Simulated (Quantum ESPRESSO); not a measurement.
Te under changes of volume

One of the cells (33.766 Å³/atom); the others are scaled copies at fixed shape and fractional positions:

```
Te
1.0
     4.44693    0.00000    0.00000
    -2.22347    3.85115    0.00000
     0.00000    0.00000    5.91492
Te
3
Direct
  0.73100 0.73100 0.50000
  0.00000 0.26900 0.83333
  0.26900 0.00000 0.16667
```

* Program: Quantum ESPRESSO 7.5
* Functional: PBE
* Potentials or basis: SSSP 1.3 efficiency PBE
* Cutoff: 748 eV
* Density cutoff: 5987 eV
* k mesh: 7 × 7 × 5
* Occupations: fermi-dirac, width 0.05 eV
* Spin: no spin polarisation

```tsv
volume (Å³/atom)	energy over the lowest point (meV/atom)	pressure (GPa)	gap on the mesh (eV)	largest force (eV/Å)
31.740	?	?	?	?
32.415	29.46	4.0	0.61	0.512
33.091	15.12	2.8	0.61	0.385
33.766	5.76	1.7	0.62	0.266
34.441	0.88	0.7	0.62	0.156
35.117	0.00	-0.2	0.63	0.054
35.792	2.70	-1.0	0.63	0.042
```

Q: What does the run at 31.740 Å³/atom give?

A: Energy over the lowest point 49.38 meV/atom; pressure 5.4 GPa; gap on the mesh 0.60 eV; largest force 0.649 eV/Å.

Worked out: A Birch-Murnaghan fit of order 3 (a polynomial in V^(-2/3)) to the other rows has its minimum at 34.94 Å³/atom with B0 = V·E''(V) = 45 GPa and B' = 4.6 at fixed shape and positions, which overstates the stiffness. It gives 49.35 meV/atom at 31.740 Å³/atom, against the run's 49.38, and -dE/dV = 5.4 GPa, against 5.4. A straight line through the other rows of the gap, of slope 0.231 eV per unit of ln V, extrapolates to 0.60 eV, against the run's 0.60.

Energies are extrapolated to zero smearing.

Caveats: spin-orbit coupling is left out, which moves the levels of the heavy elements; an odd mesh through Γ misses points on the zone boundary, where band edges often lie.
